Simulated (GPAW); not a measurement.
GaP:

```xyz
2
Lattice="0.0000 2.7252 2.7252 2.7252 0.0000 2.7252 2.7252 2.7252 0.0000" Properties=species:S:1:pos:R:3 pbc="T T T"
Ga    0.0000    0.0000    0.0000
P     4.0879    4.0879    4.0879
```

```yaml
Program: GPAW 26.7.0
Task: relaxation of cell and atoms
Functional: revPBE
Potentials_or_basis: the program's PAW data sets (release 1.2.1) made for this functional
Cutoff: 600 eV
Basis: pw
k_mesh: 8 × 8 × 8
Occupations: fermi-dirac, width 0.05 eV
Spin: no spin polarisation
```

At the start: pressure 6.1 GPa; volume 20.24 Å³/atom.

Q: How do energy, volume and symmetry change on relaxing?

A: Over 4 steps the energy falls by 26.1 meV/atom and the volume is 21.69 Å³/atom (+7.2 %); space group F-43m (No. 216, to 0.05 Å).

The path:
```csv
step,energy change (eV),largest force (eV/Å),pressure (GPa),volume (Å³)
1,0.0000,0.0000,6.11,40.48
2,-0.0223,0.0000,4.48,41.16
3,-0.0520,0.0000,0.34,43.20
4,-0.0523,0.0000,0.02,43.38
```

Final structure:
```cif
data_structure
_symmetry_space_group_name_H-M 'P 1'
_symmetry_Int_Tables_number 1
_cell_length_a 3.9439
_cell_length_b 3.9439
_cell_length_c 3.9439
_cell_angle_alpha 60.000
_cell_angle_beta 60.000
_cell_angle_gamma 60.000
_cell_volume 43.38
loop_
_atom_site_label
_atom_site_type_symbol
_atom_site_fract_x
_atom_site_fract_y
_atom_site_fract_z
_atom_site_occupancy
Ga1 Ga 0.00000 0.00000 0.00000 1
P1 P 0.75000 0.75000 0.75000 1
```

Caveat: the data sets keep Ga 3d, Li 1s and Be 1s frozen, and some such compounds lay over 1.5 % in volume off other programs; later steps reuse the first step's grids.
